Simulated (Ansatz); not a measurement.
Set up this calculation in Ansatz 0.2.0, as the native input.

```yaml
Task: single point
Functional: HSE06
Potentials_or_basis: Ansatz PAW
Cutoff: "420 eV (not typed: the program's choice for these potentials)"
k_mesh: 6 × 6 × 2
Occupations: fermi-dirac, width 0.05 eV
Spin: no spin polarisation
```

The system is ZnS (Wurtzite-6H).

```xyz
12
Lattice="3.8120 0.0000 0.0000 -1.9060 3.3013 0.0000 0.0000 0.0000 18.6900" Properties=species:S:1:pos:R:3 pbc="T T T"
Zn    0.0000    2.2009   15.5749
Zn    1.9060    1.1004    6.2299
Zn    1.9060    1.1004   12.4601
Zn    0.0000    2.2009    3.1151
Zn    0.0000    0.0000    9.3450
Zn    0.0000    0.0000    0.0000
S     0.0000    2.2009   17.9112
S     1.9060    1.1004    8.5662
S     1.9060    1.1004   14.7963
S     0.0000    2.2009    5.4513
S     0.0000    0.0000   11.6812
S     0.0000    0.0000    2.3362
```

The input as run:

input

```
crystal:
  lattice:
    - [3.812, 0.0, 0.0]
    - [-1.906, 3.3012888392, 0.0]
    - [0.0, 0.0, 18.68999]
  atoms:
    - { symbol: Zn, position: [0.3333333333, 0.6666666667, 0.83333] }
    - { symbol: Zn, position: [0.6666666667, 0.3333333333, 0.33333] }
    - { symbol: Zn, position: [0.6666666667, 0.3333333333, 0.66667] }
    - { symbol: Zn, position: [0.3333333333, 0.6666666667, 0.16667] }
    - { symbol: Zn, position: [0.0, 0.0, 0.5] }
    - { symbol: Zn, position: [0.0, 0.0, 0.0] }
    - { symbol: S, position: [0.3333333333, 0.6666666667, 0.95833] }
    - { symbol: S, position: [0.6666666667, 0.3333333333, 0.45833] }
    - { symbol: S, position: [0.6666666667, 0.3333333333, 0.79167] }
    - { symbol: S, position: [0.3333333333, 0.6666666667, 0.29167] }
    - { symbol: S, position: [0.0, 0.0, 0.625] }
    - { symbol: S, position: [0.0, 0.0, 0.125] }
hamiltonian:
  xc: hse06
  pseudopotentials: { kind: paw }
kpoints:
  mp_grid: { grid: [6, 6, 2] }
scf:
  occupations: { method: fermi_dirac, width: 0.05 }
output:
  forces: true
  stress: true
  eigenvalues: true
```

It gave:

```json
{"Pressure": "1.5 GPa", "Largest force": "0.027 eV/Å", "Band gap on the k mesh": "3.39 eV, direct"}
```

Caveat: the cell's inner coordinates are idealised or old, which leaves forces on the atoms; the PAW data sets come from PBE, with cores solved anew for the run's functional, which leaves a small shift of forces and pressure; the thresholds are loose for stress.

It took 97 s on 1 × NVIDIA H100 80GB HBM3 with 2 threads of AMD EPYC 7R13 Processor (Zen 3), with other jobs on the host, peak memory 4.3 GiB.
